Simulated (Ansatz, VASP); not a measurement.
# Ru in VASP and in Ansatz

```xyz
1
Lattice="0.0000 1.9892 1.9892 1.9892 0.0000 1.9892 1.9892 1.9892 0.0000" Properties=species:S:1:pos:R:3 pbc="T T T"
Ru    0.0000    0.0000    0.0000
```

Alike in both runs: task single point; functional RPBE; k mesh 16 × 16 × 16; occupations fermi-dirac, width 0.1 eV; no spin polarisation.

```csv
,VASP,Ansatz
version,VASP 6.6.1,Ansatz 0.2.0
potentials or method,"VASP PAW PBE potentials, release 64 (Ru_pv)","plane waves (420 eV) with PAW, scalar-relativistic"
plane-wave cutoff (eV),520,420
valence electrons in the cell,14,16
```

|  | VASP | Ansatz | Ansatz less VASP |
| --- | --- | --- | --- |
| pressure (GPa) | -24.7 | -24.7 | +0.05 |

The functional is the same, so the differences come from potentials, cutoffs and numerics. The two sets of potentials don't hold the same shells in valence.

Caveats: so large a pressure means that the cell lies far from this level's equilibrium, or that cutoff or potentials fall short (VASP); the potentials were made for another functional, which shifts forces and pressure (VASP).
